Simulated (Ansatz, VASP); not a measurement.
One calculation of GaAs, two programs

```
As Ga
1.0
     0.00000    2.82685    2.82685
     2.82685    0.00000    2.82685
     2.82685    2.82685    0.00000
As Ga
1 1
Direct
  0.75000 0.75000 0.75000
  0.00000 0.00000 0.00000
```

Alike in both runs: task relaxation of cell and atoms; functional BLYP; k mesh 8 × 8 × 8; occupations fermi-dirac, width 0.05 eV; no spin polarisation.

|  | VASP | Ansatz |
| --- | --- | --- |
| version | VASP 6.6.1 | Ansatz 0.2.0 |
| potentials or method | VASP PAW PBE potentials, release 64 (As, Ga_d), cutoff 600 eV | all-electron LAPW, scalar-relativistic |

|  | VASP | Ansatz | Ansatz less VASP |
| --- | --- | --- | --- |
| relaxed volume (Å³/atom) | 25.23 | 25.17 | -0.062 |
| relaxed cell length with the largest relative difference (Å) | 4.148 | 4.144 | -0.0034 |
| energy change over the relaxation (meV/atom) | -54 | -50 | +3.9 |

Ansatz ran all-electron here, so the differences hold the error of VASP's frozen core and of both bases.

Caveats: the PAW data sets were made with another functional, which shifts forces and pressure a little (VASP); the volume moved by +12 % from the deposited cell, more than functionals usually miss (VASP); the volume moved by +11 % from the deposited cell, more than functionals usually miss (Ansatz). Zero-point motion and thermal expansion aren't in these numbers. BLYP gives volumes clearly too large for solids.
